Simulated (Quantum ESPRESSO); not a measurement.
## Nb: Wannier functions under several settings

```
CELL_PARAMETERS angstrom
-1.66395 1.66395 1.66395
1.66395 -1.66395 1.66395
1.66395 1.66395 -1.66395
ATOMIC_POSITIONS crystal
Nb 0.00000 0.00000 0.00000
```

All runs used Quantum ESPRESSO 7.5; potentials PseudoDojo 0.4.1 SR LDA standard; k mesh 9 × 9 × 9; given cell; no spin polarisation; cutoff 1116 eV; occupations fermi-dirac, width 0.05 eV.

| level | start | Wannier mesh | spread a function (Å²) | RMS miss of the bands (meV) |
| --- | --- | --- | --- | --- |
| LDA | atomic projections with disentanglement | 7 × 7 × 7 | 1.21 | 15 |
| LDA | atomic projections with disentanglement, not minimised | 7 × 7 × 7 | 1.76 | 15 |
| LDA | SCDM with an erfc weight | 7 × 7 × 7 | ? | ? |

Question: What stands in the row left open?

Answer: Spread a function 2.78 Å²; RMS miss of the bands 80 meV.
